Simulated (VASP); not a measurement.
# GaSb in VASP 6.6.1, single-point calculation

INCAR

```
LWAVE = .FALSE.
PREC = Normal
LASPH = .TRUE.
LCHARG = .FALSE.
NELM = 98
GGA = PE
SIGMA = 0.02
LREAL = .TRUE.
ENCUT = 520
ISIF = 2
ISMEAR = -1
IBRION = -1
NSW = 0
NBANDS = 16
EDIFF = 1E-7
```

KPOINTS

```
KPOINTS created by Atomic Simulation Environment
0
Gamma
8 8 8
0 0 0
```

POSCAR

```
Ga Sb
 1.0000000000000000
     0.0000000000000000    2.9729885120000001    3.1429239552000001
     2.9729885120000001    0.0000000000000000    3.1429239552000001
     2.9729885120000001    2.9729885120000001    0.0000000000000000
 Ga  Sb
   1   1
Cartesian
  0.0000000000000000  0.0000000000000000  0.0000000000000000
  1.4864942560000001  1.4864942560000001  1.5714619776000001
```

The recommended PBE PAW datasets give the neutral cell 18 valence electrons.

Command

```
mpirun -np 1 vasp_std
```

Problem. How does this run end, and what does it give?

Solution. It converged. Results: gap between bands v and c on the k mesh 0.11 eV; least direct gap on the k mesh 0.11 eV; pressure 4.0 GPa. Band v is the last that the valence electrons fill when counted band by band, and c is the next.

OSZICAR

```
N       E                     dE             d eps       ncg     rms          rms(c)
DAV:   1     0.830990944720E+02    0.83099E+02   -0.86195E+03  1920   0.142E+03
DAV:   2    -0.880536561019E+00   -0.83980E+02   -0.80680E+02  2168   0.303E+02
DAV:   3    -0.723822066086E+01   -0.63577E+01   -0.63096E+01  2280   0.650E+01
DAV:   4    -0.735022439893E+01   -0.11200E+00   -0.11199E+00  2448   0.969E+00
DAV:   5    -0.735288557952E+01   -0.26612E-02   -0.26612E-02  2416   0.130E+00    0.327E+00
DAV:   6    -0.730611825925E+01    0.46767E-01   -0.63883E-02  2800   0.399E+00    0.197E+00
DAV:   7    -0.729144422019E+01    0.14674E-01   -0.40726E-02  2168   0.163E+00    0.351E-01
DAV:   8    -0.729240336485E+01   -0.95914E-03   -0.44388E-03  2568   0.764E-01    0.931E-02
DAV:   9    -0.729287772228E+01   -0.47436E-03   -0.70897E-04  2192   0.201E-01    0.354E-02
DAV:  10    -0.729289022733E+01   -0.12505E-04   -0.29066E-05  2560   0.364E-02    0.109E-02
DAV:  11    -0.729291424398E+01   -0.24017E-04   -0.33397E-05  2208   0.374E-02    0.659E-03
DAV:  12    -0.729291463316E+01   -0.38917E-06   -0.11078E-06  2496   0.908E-03    0.145E-03
DAV:  13    -0.729291466122E+01   -0.28062E-07   -0.96608E-08  2024   0.206E-03
   1 F= -.72929147E+01 E0= -.72928882E+01  d E =-.528320E-04
```

Standard output (part)

```
POSCAR found type information on POSCAR GaSb
 POSCAR found :  2 types and       2 ions
|     You have a (more or less) 'small supercell' and for smaller cells       |
|     it is recommended to use the reciprocal-space projection scheme!        |
|     The real-space optimization is not efficient for small cells and it     |
|     is also less accurate ...                                               |
|     Therefore, set LREAL=.FALSE. in the INCAR file.                         |
|     The real-space projection scheme for the treatment of the non-local     |
|     real-space optimization of all non-local projectors! BE WARNED that     |
|     a calculation using the real-space projection scheme together with      |
|     non-local projectors which were not real-space optimized (according     |
|     to the plane-wave cutoff used in this calculation) might give more      |
|     or less inaccurate results. I hope you know what you are doing.         |
 LDA part: xc-table for (Slater+PW92), standard interpolation
 POSCAR, INCAR and KPOINTS ok, starting setup
 WAVECAR not read
 entering main loop
```

For comparison, a separate PBE run of the intended cell, on usual settings and not on those above, gives a gap of 0.11 eV on its mesh and a pressure of 4.1 GPa.
